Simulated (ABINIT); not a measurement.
# GaN (P6_3mc) in ABINIT: single point with PBE

Aim: the single point of GaN with PBE.

All numbers are computed with ABINIT 10.8.3 (patched build); they aren't measurements. Logs are shortened: lines on timing, memory, paths and dates and some standing lists are left out, and cuts for length are marked. The log counts tension as positive stress, the text compression.

**Measured values to compare with.**

“Studying electronic properties in GaN without electrical contacts using γ-γ vs e−-γ Perturbed Angular Correlations”, 2019, pmc:6823545 quotes, for a bulk crystal of GaN: band gap 3.503 ± 0.005 eV (direct).

How close the calculation comes is told below.

## Step 1: The crystal as given

The structure is hexagonal, space group P6_3mc (No. 186). Conventional cell: a = 3.180 Å, b = 3.180 Å, c = 5.166 Å, α = 90.00°, β = 90.00°, γ = 120.00°. Ga (site symmetry 3m) is surrounded by 4 N at 1.94 to 1.95 Å. Around N (site symmetry 3m) lie 4 Ga at 1.94 to 1.95 Å.

## Step 2: Single point, PBE

Contents of run.abi:

```
pp_dirpath "./"
pseudos "Ga.upf, N.upf"

acell 3.18 3.18 5.166 Angstrom
rprim
     1.0000000000     0.0000000000     0.0000000000
    -0.5000000000     0.8660254038     0.0000000000
     0.0000000000     0.0000000000     1.0000000000
ntypat 2
znucl 31 7
natom 4
typat 1 1 2 2
xcart
     1.5900000002     0.9179869279     2.5830000000
    -0.0000000002     1.8359738561     0.0000000000
     1.5900000002     0.9179869279     4.5202500000
    -0.0000000002     1.8359738561     1.9372500000 Angstrom

ecut 40.0

kptopt 1
ngkpt 8 8 4
nshiftk 1
shiftk 0.0 0.0 0.0

ixc 11

nband 22
occopt 3
tsmear 0.05 eV

nstep 100
tolvrs 1.0e-10

iomode 3
prtwf 0
prtden 0
prteig 0
prtebands 0
enunit 2
```

Potentials or basis: PseudoDojo NC SR PBE v0.4.1 standard.

On the command line:

```
mpirun --bind-to none -np 4 abinit run.abi > log 2>&1
```

run.abo:

```text
.Version 10.8.3 of ABINIT
 Symmetries : space group P6_3 m c (#186); Bravais hP (primitive hexag.)
================================================================================
 Values of the parameters that define the memory need of the present run
     intxc =       0    ionmov =       0      iscf =       7    lmnmax =       6
     lnmax =       6     mgfft =      60  mpssoang =       3    mqgrid =    3001
     natom =       4  nloc_mem =       1    nspden =       1   nspinor =       1
    nsppol =       1      nsym =      12    n1xccc =    2501    ntypat =       2
    occopt =       3   xclevel =       2
       mpw =        3709          nfft =       77760          nkpt =          30
================================================================================
================================================================================

--------------------------------------------------------------------------------
------------- Echo of variables that govern the present computation ------------
--------------------------------------------------------------------------------
 -outvars: echo values of preprocessed input variables --------
            acell      6.0093290804E+00  6.0093290804E+00  9.7623251664E+00 Bohr
              amu      6.97230000E+01  1.40067400E+01
             ecut      4.00000000E+01 Hartree
           enunit           2
              ixc          11
         kptrlatt        8    0    0      0    8    0      0    0    4
          kptrlen      3.90493007E+01
            natom           4
            nband          22
            ngfft          36      36      60
             nkpt          30
            nstep         100
             nsym          12
           ntypat           2
           occopt           3
           prtden           0
        prtebands           0
           prteig           0
            prtwf           0
            rprim      1.0000000000E+00  0.0000000000E+00  0.0000000000E+00
                      -5.0000000000E-01  8.6602540380E-01  0.0000000000E+00
                       0.0000000000E+00  0.0000000000E+00  1.0000000000E+00
          spgroup         186
           tolvrs      1.00000000E-10
           tsmear      1.83746611E-03 Hartree
            typat      1  1  2  2
           xangst      1.5900000000E+00  9.1798692799E-01  2.5830000000E+00
                      -4.3660080611E-16  1.8359738560E+00  0.0000000000E+00
                       1.5900000000E+00  9.1798692799E-01  4.5202500000E+00
                      -4.3660080611E-16  1.8359738560E+00  1.9372500000E+00
            xcart      3.0046645402E+00  1.7347438811E+00  4.8811625832E+00
                      -8.2505594989E-16  3.4694877622E+00  0.0000000000E+00
                       3.0046645402E+00  1.7347438811E+00  8.5420345206E+00
                      -8.2505594989E-16  3.4694877622E+00  3.6608719374E+00
             xred      6.6666666666E-01  3.3333333332E-01  5.0000000000E-01
                       3.3333333333E-01  6.6666666665E-01  0.0000000000E+00
                       6.6666666666E-01  3.3333333332E-01  8.7500000000E-01
                       3.3333333333E-01  6.6666666665E-01  3.7500000000E-01
            znucl       31.00000    7.00000

================================================================================

 chkinp: Checking input parameters for consistency.

================================================================================
== DATASET  1 ==================================================================

--- !DatasetInfo
iteration_state: {dtset: 1, }
dimensions: {natom: 4, nkpt: 30, mband: 22, nsppol: 1, nspinor: 1, nspden: 1, mpw: 3709, }
cutoff_energies: {ecut:  40.0, pawecutdg:  -1.0, }
electrons: {nelect:   3.60000000E+01, charge:   0.00000000E+00, occopt:   3.00000000E+00, tsmear:   1.83746611E-03, }
meta: {optdriver: 0, ionmov: 0, optcell: 0, iscf: 7, paral_kgb: 0, }
...

 Exchange-correlation functional for the present dataset will be:
  GGA: Perdew-Burke-Ernzerhof functional - ixc=11
  J.P.Perdew, K.Burke, M.Ernzerhof, PRL 77, 3865 (1996)

 Real(R)+Recip(G) space primitive vectors, cartesian coordinates (Bohr,Bohr^-1):
 R(1)=  6.0093291  0.0000000  0.0000000  G(1)=  0.1664079  0.0960757  0.0000000
 R(2)= -3.0046645  5.2042316  0.0000000  G(2)=  0.0000000  0.1921513  0.0000000
 R(3)=  0.0000000  0.0000000  9.7623252  G(3)=  0.0000000  0.0000000  0.1024346
 Unit cell volume ucvol=  3.0530638E+02 bohr^3
 Angles (23,13,12)=  9.00000000E+01  9.00000000E+01  1.20000000E+02 degrees

 getcut: wavevector=  0.0000  0.0000  0.0000  ngfft=  36  36  60
         ecut(hartree)=     40.000   => boxcut(ratio)=   2.10417

[... 61 lines left out ...]
pressure_GPa:   7.4031E+00
xred      :
- [  6.6667E-01,   3.3333E-01,   5.0000E-01, Ga]
- [  3.3333E-01,   6.6667E-01,   0.0000E+00, Ga]
- [  6.6667E-01,   3.3333E-01,   8.7500E-01,  N]
- [  3.3333E-01,   6.6667E-01,   3.7500E-01,  N]
cartesian_forces: # hartree/bohr
- [  4.48077512E-29,   1.81088371E-28,  -2.67289481E-03, ]
- [ -1.34423254E-28,  -5.43265112E-28,  -2.67289481E-03, ]
- [ -3.13654258E-28,  -2.58697672E-29,   2.67289481E-03, ]
- [  4.03269761E-28,   3.88046508E-28,   2.67289481E-03, ]
force_length_stats: {min:   2.67289481E-03, max:   2.67289481E-03, mean:   2.67289481E-03, }
...

 Integrated electronic density in atomic spheres:
 ------------------------------------------------
 Atom  Sphere_radius  Integrated_density
    1        2.00000         10.90237292
    2        2.00000         10.90237292
    3        2.00000          5.26005446
    4        2.00000          5.26005446
================================================================================

 ----iterations are completed or convergence reached----

 Mean square residual over all n,k,spin=   45.607E-08; max=  29.912E-05
 reduced coordinates (array xred) for    4 atoms
       0.666666666659      0.333333333318      0.500000000000
       0.333333333326      0.666666666651      0.000000000000
       0.666666666659      0.333333333318      0.875000000000
       0.333333333326      0.666666666651      0.375000000000
 rms dE/dt=  1.5065E-02; max dE/dt=  2.6104E-02; dE/dt below (all hartree)
    1       0.000000000000      0.000000000000      0.026103701203
    2       0.000000000000      0.000000000000      0.026103701203
    3       0.000000000000      0.000000000000     -0.026083635301
    4      -0.000000000000      0.000000000000     -0.026083635301

 cartesian coordinates (angstrom) at end:
    1      1.59000000000000     0.91798692798600     2.58300000000000
    2     -0.00000000000000     1.83597385601400     0.00000000000000
    3      1.59000000000000     0.91798692798600     4.52025000000000
    4     -0.00000000000000     1.83597385601400     1.93725000000000

 cartesian forces (hartree/bohr) at end:
    1      0.00000000000000     0.00000000000000    -0.00267289480806
    2     -0.00000000000000    -0.00000000000000    -0.00267289480806
    3     -0.00000000000000    -0.00000000000000     0.00267289480806
    4      0.00000000000000     0.00000000000000     0.00267289480806
 frms,max,avg= 1.5431965E-03 2.6728948E-03   0.000E+00  0.000E+00 -1.028E-06 h/b

 cartesian forces (eV/Angstrom) at end:
    1      0.00000000000000     0.00000000000000    -0.13744577727018
    2     -0.00000000000000    -0.00000000000000    -0.13744577727018
    3     -0.00000000000000    -0.00000000000000     0.13744577727018
    4      0.00000000000000     0.00000000000000     0.13744577727018
 frms,max,avg= 7.9354357E-02 1.3744578E-01   0.000E+00  0.000E+00 -5.285E-05 e/A
 length scales=  6.009329080387  6.009329080387  9.762325166440 bohr
              =  3.180000000000  3.180000000000  5.166000000000 angstroms
 Fermi (or HOMO) energy (hartree) =   0.23899   Average Vxc (hartree)=  -0.43328
 Eigenvalues (hartree) for nkpt=  30  k points:
 kpt#   1, nband= 22, wtk=  0.00391, kpt=  0.0000  0.0000  0.0000 (reduced coord)
  -0.38839   -0.35533   -0.29813   -0.29738   -0.29738   -0.29510   -0.29510   -0.28833
  -0.28833   -0.28460   -0.28460   -0.23662   -0.06085    0.16223    0.16223    0.19891
   0.20112    0.20112    0.27487    0.36058    0.54224    0.56755
      occupation numbers for kpt#   1
   2.00000    2.00000    2.00000    2.00000    2.00000    2.00000    2.00000    2.00000
   2.00000    2.00000    2.00000    2.00000    2.00000    2.00000    2.00000    2.00000
   2.00000    2.00000    0.00000    0.00000    0.00000    0.00000
 prteigrs : prtvol=0 or 1, do not print more k-points.

 Fermi (or HOMO) energy (eV) =   6.50331   Average Vxc (eV)= -11.79008
 Eigenvalues (   eV  ) for nkpt=  30  k points:
 kpt#   1, nband= 22, wtk=  0.00391, kpt=  0.0000  0.0000  0.0000 (reduced coord)
 -10.56855   -9.66898   -8.11242   -8.09211   -8.09211   -8.02996   -8.02996   -7.84588
  -7.84588   -7.74448   -7.74448   -6.43883   -1.65582    4.41447    4.41447    5.41268
   5.47269    5.47269    7.47953    9.81179   14.75506   15.44376
 prteigrs : prtvol=0 or 1, do not print more k-points.

--- !EnergyTerms
iteration_state     : {dtset: 1, }
comment             : Components of total free energy in Hartree
kinetic             :  1.40321029758936E+02
hartree             :  4.35832898562426E+01
xc                  : -4.81550798546845E+01
Ewald energy        : -1.17003474103145E+02
psp_core            :  7.05218803446159E+00
local_psp           : -1.20701076541279E+02
non_local_psp       : -7.88562875039917E+01
internal            : -1.73759410353460E+02
'-kT*entropy'       : -2.03162477121921E-12
total_energy        : -1.73759410353462E+02
total_energy_eV     : -4.72823442900198E+03
band_energy         : -6.04491853929877E+00
...

 Cartesian components of stress tensor (hartree/bohr^3)
  sigma(1 1)= -2.27657084E-04  sigma(3 2)=  0.00000000E+00
  sigma(2 2)= -2.27657085E-04  sigma(3 1)=  0.00000000E+00
  sigma(3 3)= -2.99569052E-04  sigma(2 1)=  0.00000000E+00

-Cartesian components of stress tensor (GPa)         [Pressure=  7.4031E+00 GPa]
- sigma(1 1)= -6.69790266E+00  sigma(3 2)=  0.00000000E+00
- sigma(2 2)= -6.69790268E+00  sigma(3 1)=  0.00000000E+00
- sigma(3 3)= -8.81362580E+00  sigma(2 1)=  0.00000000E+00

== END DATASET(S) ==============================================================
================================================================================

 -outvars: echo values of variables after computation  --------
            acell      6.0093290804E+00  6.0093290804E+00  9.7623251664E+00 Bohr
           etotal     -1.7375941035E+02
            fcart      4.4807751200E-29  1.8108837052E-28 -2.6728948081E-03
                      -1.3442325360E-28 -5.4326511155E-28 -2.6728948081E-03
                      -3.1365425840E-28 -2.5869767217E-29  2.6728948081E-03
                       4.0326976080E-28  3.8804650825E-28  2.6728948081E-03
            rprim      1.0000000000E+00  0.0000000000E+00  0.0000000000E+00
                      -5.0000000000E-01  8.6602540380E-01  0.0000000000E+00
                       0.0000000000E+00  0.0000000000E+00  1.0000000000E+00
           strten     -2.2765708409E-04 -2.2765708491E-04 -2.9956905201E-04
                       0.0000000000E+00  0.0000000000E+00  0.0000000000E+00
           xangst      1.5900000000E+00  9.1798692799E-01  2.5830000000E+00
                      -4.3660080611E-16  1.8359738560E+00  0.0000000000E+00
                       1.5900000000E+00  9.1798692799E-01  4.5202500000E+00
                      -4.3660080611E-16  1.8359738560E+00  1.9372500000E+00
             xred      6.6666666666E-01  3.3333333332E-01  5.0000000000E-01
                       3.3333333333E-01  6.6666666665E-01  0.0000000000E+00
                       6.6666666666E-01  3.3333333332E-01  8.7500000000E-01
                       3.3333333333E-01  6.6666666665E-01  3.7500000000E-01
 Calculation completed.
```

Wall time 30 s (4 MPI ranks of Arm Neoverse V1, shared host); peak memory 0.32 GiB.

Results:

```yaml
Free_energy: -4728.2344 eV
Pressure: 7.4 GPa
Largest_force: 0.137 eV/Å
Band_gap_on_the_k_mesh: 2.01 eV, direct
Valence_electrons_inside_the_program's_atomic_spheres: Ga 10.90; N 5.26
```

Forces on the atoms (eV/Å):
```
Ga   0.000  0.000 -0.137
Ga   0.000  0.000 -0.137
N    0.000  0.000  0.137
N    0.000  0.000  0.137
```

Stress tensor (GPa, compression positive):
```
6.70 0.00 0.00
0.00 6.70 0.00
0.00 0.00 8.81
```

## Step 3: Against experiment

Step 2. A measured gap of GaN is 3.503 eV (direct; quoted in “Studying electronic properties in GaN without electrical contacts using γ-γ vs e−-γ Perturbed Angular Correlations”, 2019, pmc:6823545); the calculated 2.01 eV misses it by -1.50 eV. Spin-orbit coupling on Ga is left out. The value is that of PBE, without temperature or zero-point motion. Semilocal functionals fall short of measured gaps as a rule.
